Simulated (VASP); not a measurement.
Input of a VASP 6.6.1 run:

INCAR

```
ALGO = Normal
EDIFF = 1E-6
EDIFFG = -0.01
ENCUT = 600
GGA = PE
IBRION = 2
ISIF = 3
ISMEAR = 0
IVDW = 12
KPAR = 4
LASPH = True
LATTICE_CONSTRAINTS = .TRUE. .TRUE. .FALSE.
LCHARG = False
LREAL = False
LWAVE = False
NELM = 80
NSW = 90
PREC = Accurate
SIGMA = 0.03
```

File KPOINTS:

```
k-points
0
Gamma
  9 9 1
```

POSCAR

```
PtSe2
1.0
    3.7240000000      0.0000000000      0.0000000000
   -1.8620000000      3.2250786000      0.0000000000
    0.0000000000      0.0000000000     30.6550000000
Se Pt
6 3
Direct
    0.6666666700      0.3333333300      0.2935899500
    0.3333333300      0.6666666700      0.3761539700
    0.6666666700      0.3333333300      0.4587179900
    0.3333333300      0.6666666700      0.5412820100
    0.6666666700      0.3333333300      0.6238460300
    0.3333333300      0.6666666700      0.7064100500
    0.0000000000      0.0000000000      0.3348719600
    0.0000000000      0.0000000000      0.5000000000
    0.0000000000      0.0000000000      0.6651280400
```

Potentials or basis: VASP PAW PBE potentials, release 64 (Se, Pt).

Command:

```bash
$ cat potpaw_PBE.64/Se/POTCAR potpaw_PBE.64/Pt/POTCAR > POTCAR
$ mpirun -np 4 vasp_std > vasp.out
```

**Question.** What does it give for the relaxed cell?

**Answer.** a = 3.748 Å, b = 3.748 Å, c = 30.655 Å, α = 90.00°, β = 90.00°, γ = 120.00°.

**Question.** Estimate the space group after relaxing (to 0.05 Å).

**Answer.** P-3m1 (No. 164).

**Question.** What does it give for the relaxed volume?

**Answer.** 41.44 Å³/atom.

**Question.** What does it give for the band gap on the k mesh?

**Answer.** 0.04 eV, indirect (least direct gap 0.80 eV).

Final structure:
```cif
data_structure
_symmetry_space_group_name_H-M 'P 1'
_symmetry_Int_Tables_number 1
_cell_length_a 3.7483
_cell_length_b 3.7483
_cell_length_c 30.6550
_cell_angle_alpha 90.000
_cell_angle_beta 90.000
_cell_angle_gamma 120.000
_cell_volume 373.00
loop_
_atom_site_label
_atom_site_type_symbol
_atom_site_fract_x
_atom_site_fract_y
_atom_site_fract_z
_atom_site_occupancy
Se1 Se 0.66667 0.33333 0.29833 1
Se2 Se 0.33333 0.66667 0.38293 1
Se3 Se 0.66667 0.33333 0.45778 1
Se4 Se 0.33333 0.66667 0.54222 1
Se5 Se 0.66667 0.33333 0.61707 1
Se6 Se 0.33333 0.66667 0.70167 1
Pt1 Pt 0.00000 0.00000 0.34117 1
Pt2 Pt 0.00000 0.00000 0.50000 1
Pt3 Pt 0.00000 0.00000 0.65883 1
```

Caveat: spin-orbit coupling is left out, which moves the levels of the heavy elements. Zero-point motion and thermal expansion aren't in these numbers.
